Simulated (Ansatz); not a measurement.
## Molecular dynamics of MgI$_{2}$

input.yaml

```yaml
accuracy: low
crystal:
  lattice:
    - [8.3628, 0.0, 0.0]
    - [-6.2721, 10.863596, 0.0]
    - [0.0, 0.0, 6.9488]
  atoms:
    - { symbol: Mg, position: [0.0, 0.0, 0.0] }
    - { symbol: I, position: [0.1666667, 0.2222222, 0.25] }
    - { symbol: I, position: [0.3333333, 0.1111111, 0.75] }
    - { symbol: Mg, position: [0.0, 0.3333333, 0.0] }
    - { symbol: I, position: [0.1666667, 0.5555556, 0.25] }
    - { symbol: I, position: [0.3333333, 0.4444444, 0.75] }
    - { symbol: Mg, position: [0.0, 0.6666667, 0.0] }
    - { symbol: I, position: [0.1666667, 0.8888889, 0.25] }
    - { symbol: I, position: [0.3333333, 0.7777778, 0.75] }
    - { symbol: Mg, position: [0.5, 0.0, 0.0] }
    - { symbol: I, position: [0.6666667, 0.2222222, 0.25] }
    - { symbol: I, position: [0.8333333, 0.1111111, 0.75] }
    - { symbol: Mg, position: [0.5, 0.3333333, 0.0] }
    - { symbol: I, position: [0.6666667, 0.5555556, 0.25] }
    - { symbol: I, position: [0.8333333, 0.4444444, 0.75] }
    - { symbol: Mg, position: [0.5, 0.6666667, 0.0] }
    - { symbol: I, position: [0.6666667, 0.8888889, 0.25] }
    - { symbol: I, position: [0.8333333, 0.7777778, 0.75] }
basis:
  ecutwfc: 420.0
kpoints:
  mp_grid: { grid: [1, 1, 1] }
hamiltonian:
  xc: lda
scf:
  occupations: { method: fermi_dirac, width: 0.05 }
  lower_state_search: "off"
md:
  timestep: 3.0
  n_steps: 80
  ensemble: npt_langevin
  temperature: 900.0
  initial_velocities: maxwell_boltzmann
  seed: 140041
  friction: 0.005
  pressure: 1.0
  fix_cell: [shape]
```

Run as:

```bash
$ ansatz run input.yaml --threads 2 --pin off --max-ram 5120MiB --backend cpu --events-out ev --progress --plain --runs-dir out
```

It starts from an unrelaxed structure (largest force component 0.45 eV/Å).

Output, in part (step lines):

```
md step     0: t =     0.00 fs  T =   850.0 K  F+E_penalty+E_count = -99696.93724144 eV  E_kin = 1.977678 eV  conserved = -99691.51936876 eV  P_inst = -1.7085 GPa  V = 631.2990 Å³  selection 1  (8 SCF iters)
md step     1: t =     3.00 fs  T =   876.4 K  F+E_penalty+E_count = -99696.91565677 eV  E_kin = 2.039020 eV  conserved = -99691.51950279 eV  P_inst = -1.7281 GPa  V = 631.3536 Å³  selection 1  (7 SCF iters)
md step     2: t =     6.00 fs  T =   873.5 K  F+E_penalty+E_count = -99696.88294400 eV  E_kin = 2.032329 eV  conserved = -99691.51972599 eV  P_inst = -1.7458 GPa  V = 631.3921 Å³  selection 1  (7 SCF iters)
md step     3: t =     9.00 fs  T =   738.2 K  F+E_penalty+E_count = -99696.84445230 eV  E_kin = 1.717473 eV  conserved = -99691.51950543 eV  P_inst = -1.7894 GPa  V = 631.2332 Å³  selection 1  (7 SCF iters)
md step     4: t =    12.00 fs  T =   744.0 K  F+E_penalty+E_count = -99696.80286641 eV  E_kin = 1.731125 eV  conserved = -99691.51936070 eV  P_inst = -1.7550 GPa  V = 630.9472 Å³  selection 1  (7 SCF iters)
md step     5: t =    15.00 fs  T =   648.4 K  F+E_penalty+E_count = -99696.75751622 eV  E_kin = 1.508521 eV  conserved = -99691.51911970 eV  P_inst = -1.7483 GPa  V = 630.6223 Å³  selection 1  (5 SCF iters)
md step     6: t =    18.00 fs  T =   599.1 K  F+E_penalty+E_count = -99696.71410078 eV  E_kin = 1.393879 eV  conserved = -99691.51895795 eV  P_inst = -1.7078 GPa  V = 630.1734 Å³  selection 1  (5 SCF iters)
md step     7: t =    21.00 fs  T =   557.5 K  F+E_penalty+E_count = -99696.67191180 eV  E_kin = 1.297228 eV  conserved = -99691.51898126 eV  P_inst = -1.6489 GPa  V = 629.6348 Å³  selection 1  (5 SCF iters)
[... lines left out ...]
```

The steps, from the saved trajectory:

| time (fs) | T (K) | potential energy less start (eV) | conserved less start (meV/atom) | P (GPa) | volume (Å³) |
| --- | --- | --- | --- | --- | --- |
| 0.0 | 850 | 0.000 | 0.00 | -1.7 | 631.3 |
| 6.0 | 873 | 0.054 | -0.02 | -1.7 | 631.4 |
| 12.0 | 744 | 0.134 | 0.00 | -1.8 | 630.9 |
| 18.0 | 599 | 0.223 | 0.02 | -1.7 | 630.2 |
| 24.0 | 534 | 0.309 | 0.02 | -1.6 | 629.0 |
| 30.0 | 481 | 0.384 | 0.03 | -1.4 | 626.9 |
| 36.0 | 532 | 0.434 | 0.03 | -1.1 | 624.2 |
| 42.0 | 553 | 0.487 | 0.03 | -0.8 | 620.9 |
| 48.0 | 545 | 0.539 | 0.02 | -0.4 | 617.4 |
| 54.0 | 580 | 0.598 | 0.01 | -0.1 | 614.3 |
| 60.0 | 544 | 0.674 | 0.01 | 0.3 | 611.4 |
| 66.0 | 508 | 0.762 | -0.03 | 0.6 | 608.2 |
| 72.0 | 475 | 0.879 | -0.05 | 1.0 | 604.7 |
| 78.0 | 520 | 1.023 | -0.02 | 1.4 | 601.3 |
| 84.0 | 502 | 1.145 | 0.02 | 1.7 | 597.6 |
| 90.0 | 503 | 1.213 | 0.02 | 2.0 | 594.3 |
| 96.0 | 486 | 1.238 | 0.01 | 2.2 | 591.4 |
| 102.0 | 597 | 1.253 | -0.05 | 2.3 | 589.2 |
| 108.0 | 634 | 1.286 | -0.08 | 2.4 | 587.4 |
| 114.0 | 747 | 1.312 | -0.05 | 2.5 | 585.7 |
| 120.0 | 850 | 1.308 | 0.00 | 2.5 | 584.4 |
| 126.0 | 910 | 1.242 | -0.02 | 2.4 | 582.9 |
| 132.0 | 935 | 1.142 | -0.05 | 2.3 | 581.9 |
| 138.0 | 967 | 1.058 | -0.10 | 2.2 | 581.0 |
| 144.0 | 898 | 1.016 | -0.14 | 2.1 | 580.8 |
| 150.0 | 866 | 1.076 | -0.12 | 2.0 | 580.9 |
| 156.0 | 838 | 1.201 | -0.06 | 1.9 | 580.8 |
| 162.0 | 773 | 1.355 | -0.03 | 1.9 | 580.7 |
| 168.0 | 792 | 1.506 | -0.01 | 2.0 | 580.2 |
| 174.0 | 725 | 1.628 | -0.02 | 2.0 | 579.9 |
| 180.0 | 636 | 1.669 | 0.01 | 1.9 | 579.9 |
| 186.0 | 679 | 1.644 | -0.03 | 1.8 | 580.3 |
| 192.0 | 588 | 1.577 | -0.03 | 1.6 | 580.6 |
| 198.0 | 596 | 1.534 | -0.03 | 1.4 | 580.5 |
| 204.0 | 691 | 1.488 | -0.03 | 1.3 | 580.3 |
| 210.0 | 812 | 1.447 | -0.05 | 1.2 | 580.0 |
| 216.0 | 796 | 1.414 | -0.04 | 1.0 | 579.8 |
| 222.0 | 823 | 1.412 | -0.05 | 0.8 | 579.7 |
| 228.0 | 819 | 1.433 | -0.07 | 0.7 | 579.6 |
| 234.0 | 769 | 1.483 | -0.06 | 0.7 | 579.2 |
| 240.0 | 700 | 1.545 | -0.03 | 0.8 | 578.7 |

The run went to its last step. The conserved energy stayed within 0.15 meV per atom of its start (net change -0.027 meV per atom), so the integration is sound. The mean temperature of the second half is 13 % below the set value. A run of 0.24 ps of so small a system gives no equilibrium averages. Limits of this set-up: coarse k mesh, low accuracy level. The cell's volume went from 631 to 579 Å³.

Mean squared displacements from the first frame to the last, about the centre of mass, the cell's change included: Mg 0.18 Å², I 0.14 Å².

Last frame:

```xyz
18
Lattice="8.1239 0.0000 0.0000 -6.0930 10.5533 0.0000 0.0000 0.0000 6.7503" Properties=species:S:1:pos:R:3
Mg 0.096 0.004 0.177
I 0.230 2.320 2.301
I 2.192 1.532 5.390
Mg -1.869 3.425 0.426
I -1.861 5.940 1.842
I -0.045 4.600 5.236
Mg -3.914 7.607 0.017
I -3.812 9.428 1.962
I -1.808 8.359 5.026
Mg 4.357 0.181 -0.137
I 4.428 2.015 2.082
I 6.365 1.334 5.063
Mg 1.593 3.770 0.463
I 2.199 6.149 1.974
I 3.838 4.839 5.458
Mg 0.052 6.952 0.175
I 0.113 9.344 1.684
I 2.491 8.458 4.839
```

The run took 12 min on 2 threads of Intel(R) Xeon(R) Processor @ 2.50GHz (Skylake/Cascade Lake) (shared host), peak memory 0.67 GiB.
